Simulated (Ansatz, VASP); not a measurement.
GaN in VASP and in Ansatz

```
CELL_PARAMETERS angstrom
3.24558 0.00000 0.00000
-1.62279 2.81075 0.00000
0.00000 0.00000 5.28529
ATOMIC_POSITIONS crystal
Ga 0.33333 0.66667 0.99911
Ga 0.66667 0.33333 0.49911
N 0.33333 0.66667 0.37589
N 0.66667 0.33333 0.87589
```

Alike in both runs: task single point; functional r2SCAN; k mesh 9 × 9 × 4; no spin polarisation.

|  | VASP | Ansatz |
| --- | --- | --- |
| version | VASP 6.6.1 | Ansatz 0.2.0 |
| potentials or method | VASP PAW PBE potentials, release 64 (Ga_d, N) | plane waves, PAW |
| plane-wave cutoff (eV) | 520 | 500 |
| occupations | gaussian, width 0.01 eV | fixed |
| valence electrons in the cell | 36 | 36 |

|  | VASP | Ansatz | Ansatz less VASP |
| --- | --- | --- | --- |
| gap on the k mesh at the Fermi level (eV) | 1.94 | 1.94 | +0.004 |
| pressure (GPa) | -9.2 | -10.1 | -0.94 |
| largest component of the traceless stress (GPa) | 0.09 | 0.05 | -0.033 |
| rms of the force components (eV/Å) | 0.003 | 0.005 | +0.0024 |

Atom by atom the forces differ by 0.002 eV/Å (rms over components).

Caveats: the PAW data sets were made with another functional, which shifts forces and pressure a little (VASP). r2SCAN opens gaps a little over a GGA but as a rule still falls short of measured ones.
